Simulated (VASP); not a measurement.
# Ir (Fm-3m) in VASP: further runs

Runs on Ir. Level: PBE. Tasks: relaxation of the atoms.

All numbers are computed with VASP 6.6.1; they aren't measurements. Logs are shortened: lines on timing, memory, paths and dates and some standing lists are left out, and cuts for length are marked.

## (1) The undisturbed crystal

Symmetry: Fm-3m, No. 225, cubic system. Conventional cell: a = 3.831 Å, b = 3.831 Å, c = 3.831 Å, α = 90.00°, β = 90.00°, γ = 90.00°. Ir (site symmetry m-3m) has 12 Ir at 2.71 Å as nearest neighbours.

## (2) Relaxation of the atoms, PBE (a relaxed cell with its volume scaled by 1.02)

Input file INCAR:

```
PREC     = Accurate       # precision mode
ENCUT    = 300            # plane-wave cutoff, eV
EDIFF    = 1E-7           # SCF threshold, eV
ISMEAR   = 1              # smearing method
SIGMA    = 0.1            # smearing width, eV
LREAL    = F              # projectors in reciprocal space
LASPH    = T              # aspherical terms in the spheres
NELM     = 80             # most SCF steps
ALGO     = Normal         # electronic algorithm
ISIF     = 2              # what is computed and relaxed
LWAVE    = F              # write WAVECAR
LCHARG   = F              # write CHGCAR
GGA      = PE             # functional
IBRION   = 2              # ionic algorithm
NSW      = 40             # ionic steps
EDIFFG   = -0.01          # ionic threshold
```

Input file KPOINTS:

```
regular mesh
0
Gamma
  8 8 8
```

Input file POSCAR:

```
Ir                                      
1.0
    0.0000000000      1.9498157039      1.9498157039
    1.9498157039      0.0000000000      1.9498157039
    1.9498157039      1.9498157039      0.0000000000
  Ir            
     1
Direct
     0.0000000000000000    0.0000000000000000    0.0000000000000000
```

Potentials or basis: VASP PAW PBE potentials, release 64 (Ir).

On the command line:

```sh
$ cat potpaw_PBE.64/Ir/POTCAR > POTCAR
$ mpirun -np 1 vasp_std > vasp.out
```

OUTCAR:

```text
PREC = Accurate
   ENCUT = 300
   EDIFF = 1E-7
   ISMEAR = 1
   LREAL = F
   LASPH = T
   NELM = 80
   ISIF = 2
   GGA = PE
   IBRION = 2
   NSW = 40
   EDIFFG = -0.01

 ion  position               nearest neighbor table
   1  0.000  0.000  0.000-

  LATTYP: Found a face centered cubic cell.
 ALAT       =     3.8996314078

  Lattice vectors:

 A1 = (   0.0000000000,   1.9498157039,   1.9498157039)
 A2 = (   1.9498157039,   0.0000000000,   1.9498157039)
 A3 = (   1.9498157039,   1.9498157039,   0.0000000000)

Analysis of symmetry for initial positions (statically):
=====================================================================
 Subroutine PRICEL returns:
 Original cell was already a primitive cell.

 Routine SETGRP: Setting up the symmetry group for a
 face centered cubic supercell.

 Subroutine GETGRP returns: Found 48 space group operations
 (whereof 48 operations were pure point group operations)
 out of a pool of 48 trial point group operations.

The static configuration has the point symmetry O_h .

Analysis of symmetry for dynamics (positions and initial velocities):
=====================================================================
 Subroutine PRICEL returns:
 Original cell was already a primitive cell.

 Routine SETGRP: Setting up the symmetry group for a
 face centered cubic supercell.

 Subroutine GETGRP returns: Found 48 space group operations
 (whereof 48 operations were pure point group operations)
 out of a pool of 48 trial point group operations.

The dynamic configuration has the point symmetry O_h .

 Subroutine INISYM returns: Found 48 space group operations
 (whereof 48 operations are pure point group operations),
 and found     1 'primitive' translations

----------------------------------------------------------------------------------------

                                     Primitive cell

  volume of cell :      14.8255

  direct lattice vectors                    reciprocal lattice vectors
     0.000000000  1.949815704  1.949815704    -0.256434492  0.256434492  0.256434492
     1.949815704  0.000000000  1.949815704     0.256434492 -0.256434492  0.256434492
     1.949815704  1.949815704  0.000000000     0.256434492  0.256434492 -0.256434492

  length of vectors
     2.757455813  2.757455813  2.757455813     0.444157569  0.444157569  0.444157569

  position of ions in fractional coordinates (direct lattice)
     0.000000000  0.000000000  0.000000000

  ion indices of the primitive-cell ions
   primitive index   ion index
                 1           1

----------------------------------------------------------------------------------------

 KPOINTS: regular mesh

Automatic generation of k-mesh.
 Grid dimensions read from file:
 generate k-points for:    8    8    8

 Generating k-lattice:

  Cartesian coordinates                     Fractional coordinates (reciprocal lattice)
    -0.032054312  0.032054312  0.032054312     0.125000000  0.000000000  0.000000000
     0.032054312 -0.032054312  0.032054312     0.000000000  0.125000000  0.000000000
     0.032054312  0.032054312 -0.032054312     0.000000000  0.000000000  0.125000000

  Length of vectors
     0.055519696  0.055519696  0.055519696

  Shift w.r.t. Gamma in fractional coordinates (k-lattice)
     0.000000000  0.000000000  0.000000000

 Subroutine IBZKPT returns following result:
 ===========================================

 Found     29 irreducible k-points:

 Following reciprocal coordinates:
            Coordinates               Weight
  0.000000  0.000000  0.000000      1.000000
  0.125000  0.000000  0.000000      8.000000
  0.250000  0.000000  0.000000      8.000000
  0.375000  0.000000  0.000000      8.000000
  0.500000  0.000000  0.000000      4.000000
  0.125000  0.125000  0.000000      6.000000
[... 16 lines left out ...]
  0.500000  0.250000  0.125000     48.000000
 -0.375000  0.250000  0.125000     24.000000
 [... further k-points ...]
   k-points           NKPTS =     29   k-points in BZ     NKDIM =     29   number of bands    NBANDS=      8
   number of dos      NEDOS =    301   number of ions     NIONS =      1
   total plane-waves  NPLWV =   4096
   dimension x,y,z NGX =    16 NGY =   16 NGZ =   16
   dimension x,y,z NGXF=    32 NGYF=   32 NGZF=   32
   ions per type =               1
   NGX,Y,Z   is equivalent  to a cutoff of   9.65,  9.65,  9.65 a.u.
   NGXF,Y,Z  is equivalent  to a cutoff of  19.29, 19.29, 19.29 a.u.
 SYSTEM =  unknown system
   PREC   = accura    normal or accurate (medium, high low for compatibility)
   ISTART =      0    job   : 0-new  1-cont  2-samecut
   ICHARG =      2    charge: 1-file 2-atom 10-const
   ISPIN  =      1    spin polarized calculation?
   LNONCOLLINEAR =      F non collinear calculations
   LSORBIT =      F    spin-orbit coupling
   LASPH  =      T    aspherical Exc in radial PAW
   ENCUT  =  300.0 eV  22.05 Ry    4.70 a.u.   3.89  3.89  3.89*2*pi/ulx,y,z
   NELM   =     80;   NELMIN=  2; NELMDL= -5     # of ELM steps
   EDIFF  = 0.1E-06   stopping-criterion for ELM
   LREAL  =      F    real-space projection
   EDIFFG = -.1E-01   stopping-criterion for IOM
   NSW    =     40    number of steps for IOM
   IBRION =      2    ionic relax: 0-MD 1-quasi-New 2-CG
   NFREE  =      1    steps in history (QN), initial steepest desc. (CG)
   ISIF   =      2    stress and relaxation
   ISYM   =      2    0-nonsym 1-usesym 2-fastsym
   POTIM  = 0.5000    time-step for ionic-motion
   TEBEG  =    0.0;   TEEND  =   0.0 temperature during run
   PSTRESS=    0.0 pullay stress
   NELECT =       9.0000    total number of electrons
   NUPDOWN=      -1.0000    fix difference up-down
   EMIN   =  10.00;   EMAX   =-10.00  energy-range for DOS
   EFERMI =   0.00;   METHOD = LEGACY
   ISMEAR =     1;   SIGMA  =   0.10  broadening in eV -4-tet -1-fermi 0-gaus
   EFERMI_NEDOS =   21; number of points for ismear=-14 and -15
   IALGO  =     38    algorithm
   IMIX   =      4    mixing-type and parameters
     AMIX     =   0.40;   BMIX     =  1.00
     AMIX_MAG =   1.60;   BMIX_MAG =  1.00
  volume/ion in A,a.u.               =      14.83       100.05
  Fermi-wavevector in a.u.,A,eV,Ry     =   1.386177  2.619495 26.143423  1.921487
  Thomas-Fermi vector in A             =   2.510518
   LORBIT       =      0    0 simple, 1 ext, 2 COOP (PROOUT), +10 PAW based schemes
   GGA     = PE    functional components
   LHFCALC =     F    Hartree Fock is set to
   AEXX    =    0.0000 exact exchange contribution
   IVDW    =     0    specifies the selected vdW correction
   LEPSILON=     F    determine dielectric tensor
   LRPA    =     F    only Hartree local field effects (RPA)
 conjugate gradient relaxation of ions
 non-spin polarized calculation
 Methfessel and Paxton  Order N= 1 SIGMA  =   0.10
  energy-cutoff  :      300.00
  volume of cell :       14.83
 maximum number of plane-waves:       190
   NGX =  7   NGY =  7   NGZ =  7

 number of electron       9.0000002 magnetization

 Free energy of the ion-electron system (eV)
  ---------------------------------------------------
  ext. energy  EPLUGINS =         0.00000000
  ---------------------------------------------------
  free energy    TOTEN  =        -8.77311048 eV

  energy without entropy =       -8.77385761  energy(sigma->0) =       -8.77335952

 E-fermi :   9.6689     XC(G=0): -13.7107

 val. band max:        9.6199426781   @ k =  -0.3750   0.1250   0.0000
 cond. band min:       9.6811476440   @ k =  -0.3750   0.2500   0.0000
 fundamental gap:      0.0612049658
 Fermi energy:         9.6688505603

 k-point     1 :       0.0000    0.0000    0.0000
  band No.  band energies     occupation
      1      -1.0120      2.00000
      2       5.9971      2.00000
      3       5.9971      2.00000
      4       5.9971      2.00000
      5       8.5040      2.00000
      6       8.5040      2.00000
      7      24.0020      0.00000
      8      29.3354      0.00000

 k-point     2 :       0.1250    0.0000    0.0000
  band No.  band energies     occupation
      1      -0.3710      2.00000
      2       5.7010      2.00000
      3       6.2444      2.00000
      4       6.2444      2.00000
      5       8.3757      2.00000
      6       8.3757      2.00000
      7      25.0236      0.00000
      8      26.7752      0.00000

 k-point     3 :       0.2500    0.0000    0.0000
  band No.  band energies     occupation
      1       1.1206      2.00000
      2       5.5130      2.00000
      3       6.4167      2.00000
      4       6.4167      2.00000
      5       8.6801      2.00000
      6       8.6801      2.00000
      7      23.1871      0.00000
      8      26.1313      0.00000

 k-point     4 :       0.3750    0.0000    0.0000
  band No.  band energies     occupation
      1       1.9459      2.00000
      2       6.0938      2.00000
      3       6.0938      2.00000
      4       7.1020      2.00000
      5       9.7980     -0.06968
      6       9.7980     -0.06968
      7      19.1133      0.00000
      8      24.3715      0.00000

 k-point     5 :       0.5000    0.0000    0.0000
  band No.  band energies     occupation
      1       1.9931      2.00000
      2       5.9129      2.00000
      3       5.9129      2.00000
      4       8.9785      2.00000
      5      10.4368     -0.00000
      6      10.4368     -0.00000
      7      16.4108      0.00000
      8      23.5513      0.00000

 k-point     6 :       0.1250    0.1250    0.0000
  band No.  band energies     occupation
      1      -0.1525      2.00000
      2       5.3927      2.00000
      3       6.4819      2.00000
      4       6.4819      2.00000
      5       7.8180      2.00000
      6       8.7527      2.00000
      7      25.4352      0.00000
      8      27.7596      0.00000

 k-point     7 :       0.2500    0.1250    0.0000
  band No.  band energies     occupation
      1       1.1262      2.00000
      2       4.9106      2.00000
      3       6.5460      2.00000
      4       6.8902      2.00000
      5       7.9300      2.00000
      6       9.1223      2.00000
      7      24.9807      0.00000
      8      26.9502      0.00000
[... 133 lines left out ...]
 k-point    20 :      -0.3750    0.3750    0.0000
  band No.  band energies     occupation
      1       3.1451      2.00000
      2       4.0258      2.00000
      3       6.9143      2.00000
      4       8.8078      2.00000
      5      10.1725     -0.00000
      6      15.7317      0.00000
      7      16.9571      0.00000
      8      20.5550      0.00000

 k-point    21 :       0.5000    0.5000    0.0000
  band No.  band energies     occupation
      1       2.2367      2.00000
      2       2.7679      2.00000
      3      10.4105     -0.00000
      4      10.9635     -0.00000
      5      10.9635     -0.00000
      6      11.3162     -0.00000
      7      19.4997      0.00000
      8      21.0996      0.00000

 k-point    22 :       0.3750    0.2500    0.1250
  band No.  band energies     occupation
      1       2.4644      2.00000
      2       4.4589      2.00000
      3       5.9341      2.00000
      4       7.8810      2.00000
      5       7.9462      2.00000
      6      10.3404     -0.00000
      7      23.5536      0.00000
      8      26.0264      0.00000

 k-point    23 :       0.5000    0.2500    0.1250
  band No.  band energies     occupation
      1       3.3575      2.00000
      2       4.9695      2.00000
      3       5.3239      2.00000
      4       7.5204      2.00000
      5       9.4754      2.01964
      6      12.2918      0.00000
      7      19.4618      0.00000
      8      24.5889      0.00000

 k-point    24 :      -0.3750    0.2500    0.1250
  band No.  band energies     occupation
      1       3.3955      2.00000
      2       4.7603      2.00000
      3       6.2417      2.00000
      4       7.2277      2.00000
      5      10.1458     -0.00000
      6      14.5675      0.00000
      7      15.9042      0.00000
      8      24.9952      0.00000

 [... further k-points ...]

------------------------ aborting loop because EDIFF is reached ----------------------------------------

  FORCE on cell =-STRESS in cart. coord.  units (eV):
  Direction    XX          YY          ZZ          XY          YZ          ZX
  --------------------------------------------------------------------------------------
  -------------------------------------------------------------------------------------
  Total       -0.6134142     -0.6134142     -0.6134142     -0.0000000     -0.0000000      0.0000000
  in kB      -66.2908695    -66.2908695    -66.2908695     -0.0000000     -0.0000000      0.0000000
  external PRESSURE =     -66.2908695 kB  Pullay stress =       0.0000000 kB

 VOLUME and BASIS-vectors are now :
 -----------------------------------------------------------------------------
  energy-cutoff  :      300.00
  volume of cell :       14.83
      direct lattice vectors                 reciprocal lattice vectors
     0.000000000  1.949815704  1.949815704    -0.256434492  0.256434492  0.256434492
     1.949815704  0.000000000  1.949815704     0.256434492 -0.256434492  0.256434492
     1.949815704  1.949815704  0.000000000     0.256434492  0.256434492 -0.256434492

 POSITION                                       TOTAL-FORCE (eV/Angst)
 -----------------------------------------------------------------------------------
      0.00000      0.00000      0.00000         0.000000      0.000000     -0.000000
 -----------------------------------------------------------------------------------
    total drift:                                0.000000      0.000000      0.000000

  FREE ENERGIE OF THE ION-ELECTRON SYSTEM (eV)
  ---------------------------------------------------
  free  energy   TOTEN  =        -8.7731104776 eV

  energy  without entropy=       -8.7738576114  energy(sigma->0) =       -8.77335952

 reached required accuracy - stopping structural energy minimisation
```

Wall time 4.7 s (1 thread of Intel Xeon Platinum 8488C (Sapphire Rapids), shared host); peak memory 0.11 GiB.

What came out:

| Item | Value |
| --- | --- |
| Free energy | -8.7731 eV |
| Pressure after relaxing | -6.6 GPa |
| Band gap on the k mesh | none (metal or under the smearing width) |

Final structure:
```
Ir
1.0
     0.00000    1.94982    1.94982
     1.94982    0.00000    1.94982
     1.94982    1.94982    0.00000
Ir
1
Direct
  0.00000 0.00000 0.00000
```

Levels at points of the mesh, in eV from the Fermi level:
```
           k point  band 2  band 3  band 4  band 5  band 6  band 7
(0.00, 0.00, 0.00)   -3.67   -3.67   -3.67   -1.16   -1.16   14.33
(0.50, 0.00, 0.00)   -3.76   -3.76   -0.69    0.77    0.77    6.74
(0.50, 0.50, 0.00)   -6.90    0.74    1.29    1.29    1.65    9.83
```

Caveat: the relaxation stopped at its first step, so nothing moved.

[end of part 1 of 2]
